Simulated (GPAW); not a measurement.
Runs of GPAW 26.7.0 on BP. It takes space group F-43m (No. 216, cubic). The conventional cell has a = 4.538 Å, b = 4.538 Å, c = 4.538 Å, α = 90.00°, β = 90.00°, γ = 90.00°. Around P (site symmetry -43m) lie 4 B at 1.97 Å. B (site symmetry -43m) has 4 P at 1.97 Å as nearest neighbours. 

| task | level | potentials or basis | cell | k mesh | cutoff (eV) | smearing | band path | band points | optimizer | fmax | max steps | grid spacing | gap on the mesh (eV) | pressure (GPa) | V0 of scaled cells (Å³/atom) | relaxed volume (Å³/atom) | B0 (GPa) |
| --- | --- | --- | --- | --- | --- | --- | --- | --- | --- | --- | --- | --- | --- | --- | --- | --- | --- |
| band structure | WC | PAW data sets generated in the run's folder for this functional, pw | as given | 10 × 10 × 10 | 800 | fermi-dirac 0.05 eV | GXWKGLUWLK,UX | 80 | - | - | - | - | 1.16 | -1.6 | - | - | - |
| equation of state | BP86+D4 | PAW data sets generated in the run's folder for this functional, pw | as given | 10 × 10 × 10 | 800 | fermi-dirac 0.05 eV | - | - | - | - | - | - | - | - | 11.33 | - | 171 |
| relaxation of cell and atoms | PBE+D3(BJ) | GPAW PAW data sets (gpaw-data 1.2.1), pw | relaxed | 10 × 10 × 10 | 800 | fermi-dirac 0.05 eV | - | - | BFGS | 0.02 eV/Å | 60 | - | 1.22 | 0.0 | - | 11.46 | - |
| band structure | PBE | JTH PAW 2.0, PBE, pw | as given | 10 × 10 × 10 | 800 | fermi-dirac 0.05 eV | GXWKGLUWLK,UX | 100 | - | - | - | - | 1.25 | (b) | - | - | - |
| band structure | r2SCAN | GPAW PAW data sets (gpaw-data 1.2.1), pw | as given | 10 × 10 × 10 | 800 | fermi-dirac 0.05 eV | GXWKGLUWLK,UX | 80 | - | - | - | - | 1.42 | (c) | - | - | - |
| equation of state | vdW-DF2 | GPAW PAW data sets (gpaw-data 1.2.1), pw | as given | 10 × 10 × 10 | 800 | fermi-dirac 0.05 eV | - | - | - | - | - | - | - | - | 12.25 | - | 146 |
| electron localisation function | PBE | GPAW PAW data sets (gpaw-data 1.2.1), pw | as given | 6 × 6 × 6 | 680 | fermi-dirac 0.01 eV | - | - | - | - | - | - | 1.33 | 1.5 | - | - | - |
| relaxation of cell and atoms | RPBE+D3(BJ) | the program's PAW data sets (release 1.2.1) made for this functional, pw | relaxed | 10 × 10 × 10 | 800 | fermi-dirac 0.05 eV | - | - | LBFGS | 0.02 eV/Å | 100 | - | 1.12 | -0.1 | - | 10.63 | - |
| band structure | vdW-DF2 | GPAW PAW data sets (gpaw-data 1.2.1), pw | as given | 10 × 10 × 10 | 800 | fermi-dirac 0.05 eV | GXWKGLUWLK,UX | 100 | - | - | - | - | (a) | - | - | - | - |
| equation of state | PBE | GPAW PAW data sets (gpaw-data 1.2.1), fd | as given | 10 × 10 × 10 | - | fermi-dirac 0.05 eV | - | - | - | - | - | 0.16 Å | - | - | 11.76 | - | 164 |
| equation of state | revPBE+D3 | the program's PAW data sets (release 1.2.1) made for this functional, pw | as given | 10 × 10 × 10 | 800 | fermi-dirac 0.05 eV | - | - | - | - | - | - | - | - | 11.65 | - | 164 |

Alike in all rows: no spin polarisation.

Q: Estimate the missing entries.

A: (a) 1.65; (b) 0.7; (c) 0.1.

Caveats: the PAW data sets were made with another functional, which shifts forces and pressure a little (some runs); later steps reuse the first step's grids (some runs); the program truncates these outside data sets (some runs); the cutoff is short for stress and forces, so pressures can be off by a GPa or more (some runs); the real-space grid adds noise to forces (some runs).

A k mesh can miss the band edges.

Not every run made on this cell is shown here.
